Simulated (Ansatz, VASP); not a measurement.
# Two plane-wave programs on Tl

File INCAR:

```
SYSTEM = Tl
PREC = Accurate
ENCUT = 520
EDIFF = 1E-6
ISMEAR = -1
SIGMA = 0.1
LREAL = .FALSE.
LASPH = .TRUE.
NELM = 100
ALGO = Normal
ISIF = 2
LWAVE = .FALSE.
LCHARG = .TRUE.
GGA = RE
LELF = .TRUE.
LVHAR = .TRUE.
NBANDS = 12
```

KPOINTS

```
Automatic mesh
0
G
  11 11 11
  0 0 0
```

File POSCAR:

```
Tl
1.0
    3.3960506630      0.0000000000      0.0000000000
    0.0000000000      3.3960506630      0.0000000000
    0.0000000000      0.0000000000      3.3960506630
Tl
1
Direct
    0.0000000000      0.0000000000      0.0000000000
```

Input for Ansatz:

```yaml
crystal:
  lattice:
    - [3.396050663, 0.0, 0.0]
    - [0.0, 3.396050663, 0.0]
    - [0.0, 0.0, 3.396050663]
  atoms:
    - { symbol: Tl, position: [0.0, 0.0, 0.0] }
hamiltonian:
  xc: revpbe
  pseudopotentials:
    kind: paw
    azcp:
      Tl: "pseudopotentials/Tl.paw.azcp"
basis:
  ecutwfc: 420
  fft_grid_basis: typed
kpoints:
  mp_grid: { grid: [11, 11, 11], shift: [0, 0, 0] }
magnetization:
  spin_polarized: false
scf:
  occupations: { method: fermi_dirac, width: 0.1 }
  lower_state_search: "off"
output:
  stress: true
  write_density: true
  write_potential: true
  elf: true
  volumetric_format: npy
```

Alike in both runs: task single point; functional revPBE; k mesh 11 × 11 × 11; occupations fermi-dirac, width 0.1 eV; no spin polarisation.

|  | VASP | Ansatz |
| --- | --- | --- |
| version | VASP 6.6.1 | Ansatz 0.2.0 |
| potentials or method | VASP PAW PBE potentials, release 64 (Tl_d) | plane waves (420 eV) with PAW, scalar-relativistic |
| plane-wave cutoff (eV) | 520 | 420 |
| valence electrons in the cell | 13 | 13 |

|  | VASP | Ansatz | Ansatz less VASP |
| --- | --- | --- | --- |
| pressure (GPa) | -1.1 | -1.1 | +0.05 |

Caveats: the PAW data sets were made with another functional, which shifts forces and pressure a little (VASP). The runs have no spin-orbit coupling, so splittings on Tl are missing.
